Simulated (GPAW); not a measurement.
ZnS (Wurtzite-2H):

```
CELL_PARAMETERS angstrom
3.81100 0.00000 0.00000
-1.90550 3.30042 0.00000
0.00000 0.00000 6.23400
ATOMIC_POSITIONS crystal
Zn 0.66667 0.33333 0.50000
Zn 0.33333 0.66667 0.00000
S 0.66667 0.33333 0.88500
S 0.33333 0.66667 0.38500
```

| Property | Result |
| --- | --- |
| Program | GPAW 26.7.0 |
| Task | relaxation of cell and atoms |
| Functional | PBE |
| Dispersion | D4 |
| Potentials or basis | GPAW PAW data sets (gpaw-data 1.2.1) |
| Cutoff | 600 eV |
| Basis | pw |
| k mesh | 6 × 6 × 3 |
| Occupations | fermi-dirac, width 0.05 eV |
| Spin | no spin polarisation |

At the start: pressure -0.3 GPa; volume 19.60 Å³/atom.

Question: How do energy, volume and symmetry change on relaxing?

Answer: Over 8 steps the energy falls by 5.8 meV/atom and the volume is 19.47 Å³/atom (-0.7 %); space group P6_3mc (No. 186, to 0.05 Å).

The path:
```tsv
step	energy change (eV)	largest force (eV/Å)	pressure (GPa)	volume (Å³)
1	0.0000	0.3320	-0.31	78.41
2	-0.0064	0.2847	-0.33	78.38
3	-0.0213	0.0474	-0.22	78.15
4	-0.0219	0.0161	-0.23	78.16
5	-0.0221	0.0143	-0.21	78.13
6	-0.0230	0.0047	0.19	77.72
7	-0.0230	0.0049	0.18	77.73
8	-0.0233	0.0008	0.02	77.88
```

Final structure:
```
CELL_PARAMETERS angstrom
3.79680 0.00000 0.00000
-1.89840 3.28812 0.00000
0.00000 0.00000 6.23840
ATOMIC_POSITIONS crystal
Zn 0.66667 0.33333 0.50559
Zn 0.33333 0.66667 0.00559
S 0.66667 0.33333 0.87942
S 0.33333 0.66667 0.37942
```

Caveat: later steps reuse the first step's grids.
